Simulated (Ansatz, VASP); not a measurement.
# Two plane-wave programs on MgO

The input POSCAR:

```
MgO
1.0
    0.0000000000      2.1332500000      2.1332500000
    2.1332500000      0.0000000000      2.1332500000
    2.1332500000      2.1332500000      0.0000000000
Mg O
1 1
Direct
    0.0000000000      0.0000000000      0.0000000000
    0.5000000000      0.5000000000      0.5000000000
```

File INCAR.step1:

```
SYSTEM = MgO
  PREC = Accurate
  ENCUT = 520
  ISMEAR = -1
  SIGMA = 0.02
  LREAL = .FALSE.
  LASPH = .TRUE.
  NELM = 80
  NBANDS = 11
  GGA = PE
  ALGO = Normal
  EDIFF = 1E-4
  LWAVE = .TRUE.
  LCHARG = .FALSE.
```

Contents of INCAR.step2:

```
SYSTEM = MgO
  PREC = Accurate
  ENCUT = 520
  EDIFF = 1E-7
  ISMEAR = -1
  SIGMA = 0.02
  LREAL = .FALSE.
  LASPH = .TRUE.
  NELM = 80
  ALGO = Normal
  ISIF = 2
  LWAVE = .FALSE.
  LCHARG = .FALSE.
  METAGGA = R2SCAN
  LMIXTAU = .TRUE.
  NBANDS = 11
  ISTART = 1
```

File KPOINTS:

```
regular mesh
0
G
  9 9 9
  0 0 0
```

Input for Ansatz:

```yaml
crystal:
  lattice:
    - [0.0, 2.13325, 2.13325]
    - [2.13325, 0.0, 2.13325]
    - [2.13325, 2.13325, 0.0]
  atoms:
    - { symbol: Mg, position: [0.0, 0.0, 0.0] }
    - { symbol: O, position: [0.5, 0.5, 0.5] }
hamiltonian:
  xc: r2scan
  pseudopotentials: { kind: paw }
basis:
  ecutwfc: 500
kpoints:
  mp_grid: { grid: [9, 9, 9] }
scf:
  occupations: { method: fermi_dirac, width: 0.02 }
  lower_state_search: "off"
  algorithm: density_mixing
  max_iter: 60
  mixing: { algorithm: msr1, preconditioner: none }
output:
  forces: true
  stress: true
```

Alike in both runs: task single point; functional r2SCAN; k mesh 9 × 9 × 9; occupations fermi-dirac, width 0.02 eV; no spin polarisation.

|  | VASP | Ansatz |
| --- | --- | --- |
| version | VASP 6.6.1 | Ansatz 0.2.0 |
| potentials or method | VASP PAW PBE potentials, release 64 (Mg, O) | PAW, plane waves, scalar-relativistic |
| plane-wave cutoff (eV) | 520 | 500 |
| valence electrons in the cell | 8 | 16 |

Ansatz gave:

```
pressure (GPa) : -6.7
```

Task: Estimate VASP's values.

Result: Pressure (GPa): -7.8.

With one functional, cell and mesh, what is left measures potentials, basis and numerics. The two sets of potentials don't hold the same shells in valence.

Caveats: the PAW data sets were made with another functional, which shifts forces and pressure a little (VASP).
